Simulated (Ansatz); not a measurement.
Pressure against volume: CoSi$_{2}$

```cif
data_structure
_symmetry_space_group_name_H-M 'Fm-3m'
_symmetry_Int_Tables_number 225
_cell_length_a 5.3650
_cell_length_b 5.3650
_cell_length_c 5.3650
_cell_angle_alpha 90.000
_cell_angle_beta 90.000
_cell_angle_gamma 90.000
_cell_volume 154.42
loop_
_atom_site_label
_atom_site_type_symbol
_atom_site_symmetry_multiplicity
_atom_site_Wyckoff_symbol
_atom_site_fract_x
_atom_site_fract_y
_atom_site_fract_z
_atom_site_occupancy
Co1 Co 4 a 0.00000 0.00000 0.00000 1
Si1 Si 8 c 0.25000 0.75000 0.75000 1
```

The runs use the primitive cell with vectors (0.000, 2.683, 2.683), (2.683, 0.000, 2.683), (2.683, 2.683, 0.000) Å, to which the k mesh refers.

It takes space group Fm-3m (No. 225, cubic). The conventional cell has a = 5.365 Å, b = 5.365 Å, c = 5.365 Å, α = 90.00°, β = 90.00°, γ = 90.00°. Co (site symmetry m-3m) is surrounded by 8 Si at 2.32 Å. Si (site symmetry -43m) is surrounded by 4 Co at 2.32 Å.

The cell comes from COD entry 1008148, which wasn't checked; take it as a given geometry.

Methods: DFT, PBEsol, all-electron LAPW, scalar-relativistic (Ansatz 0.2.0); DFT, PBEsol, PAW with Ansatz's default frozen-core files, scalar-relativistic (Ansatz 0.2.0).

For LAPW: a Γ-centred 11×11×11 k mesh, Fermi–Dirac smearing of 0.05 eV, basis error target 1 meV/atom, spin-polarised from start moments Co1 2 μB (the moments died away, and the run ended non-magnetic). PAW takes a cutoff of 420 eV at this cell (files made with PBE, cores remade for this functional). The Ansatz runs share mesh, smearing and spin set-up. Plane-wave (PAW) pressures include the program's estimate of the Pulay term.

The cell above is scaled evenly, with fractional coordinates and shape held.

(1) Estimate the equilibrium volume and bulk modulus that all-electron LAPW gives for this fixed shape.

Answers

(1) V0 = 12.49 Å³/atom, B0 = 194 GPa, B0′ = 4.6, from a third-order Birch–Murnaghan fit to these pressures:
```json
{"V/V(cell)": "0.9400", "V (Å³/atom)": "12.096", "P, LAPW (GPa)": "6.70", "P, PAW (GPa)": "6.69", "free energy over the lowest listed, PAW (meV/atom)": "7.3"}
{"V/V(cell)": "0.9600", "V (Å³/atom)": "12.354", "P, LAPW (GPa)": "2.21", "P, PAW (GPa)": "2.19", "free energy over the lowest listed, PAW (meV/atom)": "0.2"}
{"V/V(cell)": "0.9800", "V (Å³/atom)": "12.611", "P, LAPW (GPa)": "-1.81", "P, PAW (GPa)": "-1.83", "free energy over the lowest listed, PAW (meV/atom)": "0.0"}
{"V/V(cell)": "0.9900", "V (Å³/atom)": "12.740", "P, LAPW (GPa)": "-3.65", "P, PAW (GPa)": "-3.68", "free energy over the lowest listed, PAW (meV/atom)": "2.2"}
{"V/V(cell)": "1.0000", "V (Å³/atom)": "12.869", "P, LAPW (GPa)": "-5.39", "P, PAW (GPa)": "-5.43", "free energy over the lowest listed, PAW (meV/atom)": "5.9"}
{"V/V(cell)": "1.0100", "V (Å³/atom)": "12.997", "P, LAPW (GPa)": "-7.04", "P, PAW (GPa)": "-7.07", "free energy over the lowest listed, PAW (meV/atom)": "10.9"}
{"V/V(cell)": "1.0200", "V (Å³/atom)": "13.126", "P, LAPW (GPa)": "-8.59", "P, PAW (GPa)": "-8.63", "free energy over the lowest listed, PAW (meV/atom)": "17.2"}
{"V/V(cell)": "1.0400", "V (Å³/atom)": "13.383", "P, LAPW (GPa)": "-11.44", "P, PAW (GPa)": "-11.48", "free energy over the lowest listed, PAW (meV/atom)": "33.4"}
{"V/V(cell)": "1.0600", "V (Å³/atom)": "13.641", "P, LAPW (GPa)": "-13.98", "P, PAW (GPa)": "-14.02", "free energy over the lowest listed, PAW (meV/atom)": "53.9"}
```
